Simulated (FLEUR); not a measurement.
# Collinear magnetic orders of CoO with FLEUR

Wanted: the moments of CoO and the energy of each order that was tried.

Program: FLEUR MaX-R8.1. Level of theory: LDA (VWN) with U = 3.5 eV on Co d; all-electron FLAPW, Dirac cores, scalar-relativistic bands. Results are calculated unless marked as measured.

Most raw output is cut from this account.

### 1. Starting point

It takes space group I4/mmm (No. 139, tetragonal). The conventional cell has a = 3.016 Å, b = 3.016 Å, c = 4.214 Å, α = 90.00°, β = 90.00°, γ = 90.00°. Nearest to Co lie 6 O at 2.11 to 2.13 Å. Nearest to O lie 6 Co at 2.11 to 2.13 Å. Farther neighbours and most contacts between anions are not listed.

Coordinates:

```cif
data_structure
_symmetry_space_group_name_H-M 'P 1'
_symmetry_Int_Tables_number 1
_cell_length_a 2.9981
_cell_length_b 2.9981
_cell_length_c 2.9981
_cell_angle_alpha 119.605
_cell_angle_beta 119.605
_cell_angle_gamma 90.686
_cell_volume 19.17
loop_
_atom_site_label
_atom_site_type_symbol
_atom_site_fract_x
_atom_site_fract_y
_atom_site_fract_z
_atom_site_occupancy
Co1 Co 0.00000 0.00000 0.00000 1
O2 O 0.50000 0.50000 0.00000 1
```

### 2. Order 1, typed as ferro +

The parallel start comes first: it shows whether parallel moments hold. The U counters the self-interaction that shrinks the moments of a localised shell.

inpgen writes inp.xml from crystal.txt; cutoffs, mixing, functional, smearing and local orbitals are then set in the file. The k list default-1 (kpts.xml, not shown) is a Γ-centred 10×10×10 mesh; where the ranks do not divide the number of points, some are split in two of half the weight.

File inp.xml:

```
<?xml version="1.0" encoding="UTF-8" standalone="no"?>
<fleurInput fleurInputVersion="0.39">
   <comment>
      CoO
   </comment>
   <calculationSetup>
      <cutoffs Kmax="4.29" Gmax="12.9" GmaxXC="12.9" numbands="0"/>
      <scfLoop itmax="130" minDistance="0.0001" maxIterBroyd="15" imix="Anderson" alpha="0.05" precondParam="0.0" spinf="2.0" sdNocoIR="T"/>
      <coreElectrons ctail="T" frcor="F" kcrel="0" coretail_lmax="0"/>
      <xcFunctional name="vwn" relativisticCorrections="F"/>
      <magnetism jspins="2"/>
      <soc l_soc="F" theta="0.0" phi="0.0" spav="F"/>
      <expertModes spex="0" secvar="F"/>
      <geometryOptimization l_f="F" forcealpha="1.0" forcemix="BFGS" epsdisp="0.00001" epsforce="0.00001"/>
      <ldaU l_linMix="F" mixParam="0.05" spinf="1.0"/>
   </calculationSetup>
   <cell>
      <bzIntegration valenceElectrons="23.0" mode="hist" fermiSmearingEnergy="0.00183747">
         <kPointListSelection listName="default-1"/>
         <xi:include xmlns:xi="http://www.w3.org/2001/XInclude" href="kpts.xml"> </xi:include>
      </bzIntegration>
      <xi:include xmlns:xi="http://www.w3.org/2001/XInclude" href="sym.xml"> </xi:include>
      <bulkLattice scale="1.0">
         <bravaisMatrix>
            <row-1>   -2.8497069958968000     2.8497069958968000     3.9821207229907136</row-1>
            <row-2>    2.8497069958968000    -2.8497069958968000     3.9821207229907136</row-2>
            <row-3>    2.8497069958968000     2.8497069958968000    -3.9821207229907136</row-3>
         </bravaisMatrix>
      </bulkLattice>
   </cell>
   <atomSpecies>
      <species name="Cobalt (Co3.000" element="Co" atomicNumber="27">
         <mtSphere radius="2.48" gridPoints="819" logIncrement="0.015"/>
         <atomicCutoffs lmax="10" lnonsphr="8"/>
         <electronConfig flipSpins="F">
            <coreConfig>(1s1/2) (2s1/2) (2p1/2) (2p3/2)</coreConfig>
            <valenceConfig>(3s1/2) (3p1/2) (3p3/2) (4s1/2) (3d3/2) (3d5/2)</valenceConfig>
            <stateOccupation state="(3d3/2)" spinUp="2.0" spinDown="0.8"/>
            <stateOccupation state="(3d5/2)" spinUp="3.0" spinDown="1.2"/>
         </electronConfig>
         <energyParameters s="4" p="4" d="3" f="4"/>
         <ldaU l="2" U="3.5" J="0.0" l_amf="F"/>
         <lo type="SCLO" l="0" n="3" eDeriv="0"/>
         <lo type="SCLO" l="1" n="3" eDeriv="0"/>
      </species>
      <species name="Oxygen (O)" element="O" atomicNumber="8">
         <mtSphere radius="1.4" gridPoints="463" logIncrement="0.023"/>
         <atomicCutoffs lmax="6" lnonsphr="4"/>
         <electronConfig flipSpins="F">
            <coreConfig>(1s1/2)</coreConfig>
            <valenceConfig>(2s1/2) (2p1/2) (2p3/2)</valenceConfig>
            <stateOccupation state="(2p1/2)" spinUp="0.666667" spinDown="0.666667"/>
            <stateOccupation state="(2p3/2)" spinUp="1.333333" spinDown="1.333333"/>
         </electronConfig>
         <energyParameters s="2" p="2" d="3" f="4"/>
      </species>
   </atomSpecies>
   <atomGroups>
      <atomGroup species="Cobalt (Co3.000">
         <relPos label="                   1">.0000000000 .0000000000 .0000000000</relPos>
         <force calculate="T" relaxXYZ="TTT"/>
      </atomGroup>
      <atomGroup species="Oxygen (O)">
         <relPos label="                   2">1.000/2.000 1.000/2.000 .0000000000</relPos>
         <force calculate="T" relaxXYZ="TTT"/>
      </atomGroup>
   </atomGroups>
   <output dos="F" band="F" slice="F">
      <bandDOS minEnergy="-.5*Htr" maxEnergy="0.5*Htr" sigma="0.015" storeEVData="T"/>
      <plotting iplot="0" polar="F">
         <plot TwoD="T" vec1="  1.0  0.0  0.0" vec2="  0.0  1.0  0.0" vec3="  0.0  0.0  1.0" zero="  0.0  0.0  0.0" file="plot"/>
      </plotting>
      <moessbauerParams electricFieldGradient="F" isomerShift="F" coreHyperfine="F" valenceHyperfine="F"/>
   </output>
</fleurInput>
```

File crystal.txt:

```
CoO
&input film=F cartesian=F /
-1.50800000000  1.50800000000  2.10724753770
1.50800000000  -1.50800000000  2.10724753770
1.50800000000  1.50800000000  -2.10724753770
1.8897261246
1.0 1.0 1.0

2
27 0.00000000000  0.00000000000  0.00000000000 : 3.000
8 0.50000000000  0.50000000000  0.00000000000

&kpt div1=10 div2=10 div3=10 gamma=T /
```

Launch:

```sh
$ OMP_NUM_THREADS=1 inpgen -f crystal.txt > inpgen.log  # inp.xml is then edited as shown
$ OMP_NUM_THREADS=1 mpirun -n 4 fleur_MPI > fleur.log
```

The job ended after 22 s (4 MPI ranks of Intel Xeon Platinum 8375C at 2.90GHz (Ice Lake), shared host; peak memory 0.25 GiB; 88 s of CPU time).

Numbers from this step:

- free energy: -39887.8794 eV
- program's band gap on this mesh (in a metal only a level spacing): 4.16e-4 eV
- magnetization: 2.999 μB
- final state: ferromagnetic
- largest moment: 2.707 μB

After 26 cycles the largest moment stands at 2.71 μB.

### 3. Order 2, typed as antiferro q=(1/2,1/2,1/2) +-

An opposed order shows whether neighbours prefer unlike signs.

This order needs a doubled cell of 4 atoms. The mesh is halved along the doubled vector, so that both cells sample the same points. The k list default-1 (kpts.xml, not shown) is a Γ-centred 5×10×10 mesh.

Changes to inp.xml since step 2:

```diff
@@ -17,3 +17,3 @@
    <cell>
-      <bzIntegration valenceElectrons="23.0" mode="hist" fermiSmearingEnergy="0.00183747">
+      <bzIntegration valenceElectrons="46.0" mode="hist" fermiSmearingEnergy="0.00183747">
          <kPointListSelection listName="default-1"/>
@@ -24,5 +24,5 @@
          <bravaisMatrix>
-            <row-1>   -2.8497069958968000     2.8497069958968000     3.9821207229907136</row-1>
-            <row-2>    2.8497069958968000    -2.8497069958968000     3.9821207229907136</row-2>
-            <row-3>    2.8497069958968000     2.8497069958968000    -3.9821207229907136</row-3>
+            <row-1>   -5.6994139917936000     5.6994139917936000     7.9642414459814272</row-1>
+            <row-2>    0.0000000000000000     0.0000000000000000     7.9642414459814272</row-2>
+            <row-3>    0.0000000000000000     5.6994139917936000     0.0000000000000000</row-3>
          </bravaisMatrix>
@@ -39,2 +39,16 @@
             <stateOccupation state="(3d5/2)" spinUp="3.0" spinDown="1.2"/>
+         </electronConfig>
+         <energyParameters s="4" p="4" d="3" f="4"/>
+         <ldaU l="2" U="3.5" J="0.0" l_amf="F"/>
+         <lo type="SCLO" l="0" n="3" eDeriv="0"/>
+         <lo type="SCLO" l="1" n="3" eDeriv="0"/>
+      </species>
+      <species name="Cobalt (Co-3.000" element="Co" atomicNumber="27">
+         <mtSphere radius="2.48" gridPoints="819" logIncrement="0.015"/>
+         <atomicCutoffs lmax="10" lnonsphr="8"/>
+         <electronConfig flipSpins="F">
+            <coreConfig>(1s1/2) (2s1/2) (2p1/2) (2p3/2)</coreConfig>
+            <valenceConfig>(3s1/2) (3p1/2) (3p3/2) (4s1/2) (3d3/2) (3d5/2)</valenceConfig>
+            <stateOccupation state="(3d3/2)" spinUp="0.8" spinDown="2.0"/>
+            <stateOccupation state="(3d5/2)" spinUp="1.2" spinDown="3.0"/>
          </electronConfig>
@@ -62,4 +76,12 @@
       </atomGroup>
+      <atomGroup species="Cobalt (Co-3.000">
+         <relPos label="                   2">1.000/2.000 .0000000000 .0000000000</relPos>
+         <force calculate="T" relaxXYZ="TTT"/>
+      </atomGroup>
       <atomGroup species="Oxygen (O)">
-         <relPos label="                   2">1.000/2.000 1.000/2.000 .0000000000</relPos>
+         <relPos label="                   3">.0000000000 1.000/2.000 .0000000000</relPos>
+         <force calculate="T" relaxXYZ="TTT"/>
+      </atomGroup>
+      <atomGroup species="Oxygen (O)">
+         <relPos label="                   4">1.000/2.000 1.000/2.000 .0000000000</relPos>
          <force calculate="T" relaxXYZ="TTT"/>
```

File crystal.txt:

```
CoO
&input film=F cartesian=F /
-3.01600000000  3.01600000000  4.21449507540
0.00000000000  0.00000000000  4.21449507540
0.00000000000  3.01600000000  0.00000000000
1.8897261246
1.0 1.0 1.0

4
27 0.00000000000  0.00000000000  0.00000000000 : 3.000
27 0.50000000000  0.00000000000  0.00000000000 : -3.000
8 0.00000000000  0.50000000000  0.00000000000
8 0.50000000000  0.50000000000  0.00000000000

&kpt div1=5 div2=10 div3=10 gamma=T /
```

Elapsed: 1.8 min, on 4 MPI ranks; peak memory 0.43 GiB; 7.3 min of CPU time.

Spin moment in the muffin-tin sphere by atom:

```tsv
atom	spin moment in the muffin-tin sphere (μB)
Co1	2.71
Co2	-2.71
O3	-0.12
O4	0.12
```

Read from the output:

```
free energy                                                       : -79776.5451 eV
program's band gap on this mesh (in a metal only a level spacing) : 2.00e-10 eV
magnetization                                                     : 0 μB
final state                                                       : antiferromagnetic
```

It lies 393 meV a seeded atom under the first start (under a U so large a difference can come mostly from another filling of the orbitals), and its largest moment is 2.71 μB against 2.71 μB.

### 4. Start 3: antiferro q=(0,1/2,0) +-

Another pattern of signs weighs the neighbour shells otherwise.

The cell is doubled to 4 atoms to hold this order. The mesh is halved along the doubled vector, so that both cells sample the same points. The k list default-1 (kpts.xml, not shown) is a Γ-centred 10×5×10 mesh.

Changes to inp.xml since step 3:

```diff
@@ -24,5 +24,5 @@
          <bravaisMatrix>
-            <row-1>   -5.6994139917936000     5.6994139917936000     7.9642414459814272</row-1>
-            <row-2>    0.0000000000000000     0.0000000000000000     7.9642414459814272</row-2>
-            <row-3>    0.0000000000000000     5.6994139917936000     0.0000000000000000</row-3>
+            <row-1>   -2.8497069958968000     2.8497069958968000     3.9821207229907136</row-1>
+            <row-2>    5.6994139917936000    -5.6994139917936000     7.9642414459814272</row-2>
+            <row-3>    2.8497069958968000     2.8497069958968000    -3.9821207229907136</row-3>
          </bravaisMatrix>
@@ -77,3 +77,3 @@
       <atomGroup species="Cobalt (Co-3.000">
-         <relPos label="                   2">1.000/2.000 .0000000000 .0000000000</relPos>
+         <relPos label="                   2">.0000000000 1.000/2.000 .0000000000</relPos>
          <force calculate="T" relaxXYZ="TTT"/>
@@ -81,7 +81,4 @@
       <atomGroup species="Oxygen (O)">
-         <relPos label="                   3">.0000000000 1.000/2.000 .0000000000</relPos>
-         <force calculate="T" relaxXYZ="TTT"/>
-      </atomGroup>
-      <atomGroup species="Oxygen (O)">
-         <relPos label="                   4">1.000/2.000 1.000/2.000 .0000000000</relPos>
+         <relPos label="                   3">1.000/2.000 1.000/4.000 .0000000000</relPos>
+         <relPos label="                   4">1.000/2.000 -1.000/4.000 .0000000000</relPos>
          <force calculate="T" relaxXYZ="TTT"/>
```

File crystal.txt:

```
CoO
&input film=F cartesian=F /
-1.50800000000  1.50800000000  2.10724753770
3.01600000000  -3.01600000000  4.21449507540
1.50800000000  1.50800000000  -2.10724753770
1.8897261246
1.0 1.0 1.0

4
27 0.00000000000  0.00000000000  0.00000000000 : 3.000
27 0.00000000000  0.50000000000  0.00000000000 : -3.000
8 0.50000000000  0.25000000000  0.00000000000
8 0.50000000000  0.75000000000  0.00000000000

&kpt div1=10 div2=5 div3=10 gamma=T /
```

It took 8.2 min on 4 MPI ranks; peak memory 0.53 GiB; 33 min of CPU time.

Spin moment in the muffin-tin sphere by atom:

```tsv
atom	spin moment in the muffin-tin sphere (μB)
Co1	2.60
Co2	-2.60
O3	0.00
O4	0.00
```

Numbers from this step:

```
free energy                                                       : -79775.8621 eV
program's band gap on this mesh (in a metal only a level spacing) : 2.50e-8 eV
magnetization                                                     : 0 μB
final state                                                       : antiferromagnetic
```

It lies 51.6 meV a seeded atom under the first start, and its largest moment is 2.60 μB against 2.71 μB.

### 5. The states side by side

Free energies are divided by the number of seeded atoms, so that cells of unlike size compare. Wavevectors q in the names are fractions of the primitive cell's reciprocal vectors.

Orders:

```tsv
start	final state	typed order kept	energy over the lowest (meV a seeded atom)	largest sphere moment (μB)	net moment (μB a primitive cell)	mesh matched	CPU time (s)
ferro +	ferromagnetic	yes	393.1	2.707	2.999	yes	87.9
antiferro q=(1/2,1/2,1/2) +-	antiferromagnetic	yes	0	2.71	0	yes	439.7
antiferro q=(0,1/2,0) +-	antiferromagnetic	yes	341.5	2.596	0	yes	1969
```

Eigenvalues of the occupation matrices of the first corrected atom:

```tsv
start	majority spin	minority spin
ferro +	1.02 1.02 0.97 0.97 0.97	0.66 0.66 0.65 0.17 0.17
antiferro q=(1/2,1/2,1/2) +-	1.02 1.02 0.98 0.97 0.97	0.96 0.96 0.18 0.15 0.06
antiferro q=(0,1/2,0) +-	1.01 1.01 0.97 0.97 0.97	0.69 0.65 0.63 0.19 0.18
```

### 6. Outcome

| Property | Result |
| --- | --- |
| moments, largest by run | 2.71, 2.71, 2.60 μB |
| spread of the energies | 393 meV a seeded atom |

What this shows: No order can be named lowest. Under a U these runs seem to end in unlike orbital states: the occupations of the corrected shell differ between them, or their energies lie too far apart for exchange. The differences are then no exchange energies.

[Logs and program files are shortened in this print: banners, set-up blocks, solver, clock and traceback lines can be left out without a mark of their own.]

[Logs are printed without paths, hosts, clocks, repeated set-up lines and the standing remarks that a program may print on its own settings, such as how far it seeks lower states.]

[Hosts, paths, dates, database ids (printed as entryN), source tags and the programs' standing remarks are cut or masked in the printed files.]

[Where a cell is said to come from a database of computed structures, the database is the Materials Project.]
